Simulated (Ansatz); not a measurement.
KBr:

```xyz
2
Lattice="0.0000 3.3000 3.3000 3.3000 0.0000 3.3000 3.3000 3.3000 0.0000" Properties=species:S:1:pos:R:3 pbc="T T T"
Br    3.3000    3.3000    3.3000
K     0.0000    0.0000    0.0000
```

| Property | Result |
| --- | --- |
| Program | Ansatz 0.2.0 |
| Task | relaxation of cell and atoms |
| Functional | PBE |
| Potentials or basis | Ansatz PAW |
| Cutoff | 420 eV (not typed: the program's choice for these potentials) |
| k mesh | 7 × 7 × 7 |
| Occupations | fermi-dirac, width 0.05 eV |
| Spin | no spin polarisation |

At the start: volume 35.94 Å³/atom.

Where does the relaxation end?

It ends after 4 steps and the volume is 37.61 Å³/atom (+4.7 %); space group Fm-3m (No. 225, to 0.05 Å).

Step by step:
```tsv
step	energy change (eV)	largest force (eV/Å)	volume (Å³)
1	0.0000	0.0000	71.87
2	-0.0053	0.0000	73.46
3	-0.0074	0.0000	75.22
4	-0.0075	0.0000	75.22
```

Final structure:
```yaml
crystal:
  lattice:
    - [0.00000, 3.35044, 3.35044]
    - [3.35044, 0.00000, 3.35044]
    - [3.35044, 3.35044, 0.00000]
  atoms:
    - { symbol: Br, position: [0.50000, 0.50000, 0.50000] }
    - { symbol: K, position: [0.00000, 0.00000, 0.00000] }
```

Caveat: the plane-wave basis is chosen anew once the cell has moved, so the energies of steps on either side of that aren't comparable.
